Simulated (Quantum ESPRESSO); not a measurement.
**CsH under changes of volume**

One of the cells (32.401 Å³/atom); the others are scaled copies at fixed shape and fractional positions:

```
Cs H
1.0
     0.00000    3.18800    3.18800
     3.18800    0.00000    3.18800
     3.18800    3.18800    0.00000
Cs H
1 1
Direct
  0.00000 0.00000 0.00000
  0.50000 0.50000 0.50000
```

* Program: Quantum ESPRESSO 7.5
* Functional: r2SCAN
* Potentials or basis: SG15 PBE 1.2
* Cutoff: 952 eV
* Density cutoff: 3810 eV
* k mesh: 5 × 5 × 5
* Occupations: fermi-dirac, width 0.05 eV
* Spin: no spin polarisation

| volume (Å³/atom) | energy over the lowest point (meV/atom) | pressure (GPa) | gap on the mesh (eV) |
| --- | --- | --- | --- |
| 30.457 | 4.10 | 0.7 | 3.05 |
| 31.105 | 1.81 | 0.4 | 3.07 |
| 31.753 | 0.46 | 0.2 | 3.09 |
| 32.401 | 0.00 | 0.0 | 3.11 |
| 33.049 | 0.32 | -0.2 | 3.12 |
| 33.697 | ? | ? | ? |
| 34.345 | 3.07 | -0.5 | 3.14 |

**Question.** What does the run at 33.697 Å³/atom give?

**Answer.** Energy over the lowest point 1.37 meV/atom; pressure -0.4 GPa; gap on the mesh 3.13 eV.

Worked out: A Birch-Murnaghan fit of order 3 (a polynomial in V^(-2/3)) to the other rows has its minimum at 32.45 Å³/atom with B0 = V·E''(V) = 9.7 GPa and B' = 3.7. It gives 1.37 meV/atom at 33.697 Å³/atom, against the run's 1.37, and -dE/dV = -0.3 GPa, against -0.4. A straight line through the other rows of the gap, of slope 0.759 eV per unit of ln V (its deformation potential), gives 3.13 eV, against the run's 3.13.

Energies are extrapolated to zero smearing.

Caveats: the potentials were made for another functional, which shifts forces and pressure; spin-orbit coupling is left out, which moves the levels of the heavy elements; an odd mesh through Γ misses points on the zone boundary, where band edges often lie.
